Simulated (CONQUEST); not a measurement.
CdSe:

```
Cd Se
1.0
     4.34202    0.00000    0.00000
     0.00000    4.34202    0.00000
     0.00000    0.00000    6.14054
Cd Se
2 2
Cartesian
  0.0000 0.0000 0.0000
  2.1710 2.1710 3.0703
  0.0000 2.1710 4.6054
  2.1710 0.0000 1.5351
```

Measurements of this composition are mostly on another form, of space group No. 186.

| Quantity | Value |
| --- | --- |
| Program | CONQUEST 1.3 |
| Task | single point |
| Functional | PBE |
| Potentials or basis | PseudoDojo NC PBE, DZ, grid cutoff 120 Ha |
| k mesh | 6 × 6 × 5 |
| Occupations | fermi-dirac, width 0.05 eV |
| Spin | no spin polarisation |

On this cell: pressure 2.5 GPa; largest force zero by symmetry; band gap on the k mesh 0.40 eV.

The same run follows on a disturbed copy (atoms moved at random, drawn with an rms of 0.05 Å):

```
Cd Se
1.0
     4.34202    0.00000    0.00000
     0.00000    4.34202    0.00000
     0.00000    0.00000    6.14054
Cd Se
2 2
Direct
  0.00488 0.99091 0.00135
  0.50488 0.49091 0.50135
  0.49479 0.00804 0.25857
  0.99479 0.50804 0.75857
```

What does the disturbed cell give?

The energy moves by +15.0 meV/atom; pressure 2.7 GPa; largest force 0.614 eV/Å; band gap on the k mesh 0.35 eV.

Forces on the atoms (eV/Å):
```
Cd  -0.207  0.487  0.292
Cd  -0.207  0.487  0.292
Se   0.225 -0.494 -0.286
Se   0.225 -0.494 -0.286
```

The forces don't sum to zero, so they hold noise of the program's grid.

Caveats: the atomic basis is small; an odd mesh through Γ misses points on the zone boundary, where band edges often lie; the basis of atomic orbitals isn't converged, which shifts pressures, moduli and gaps.
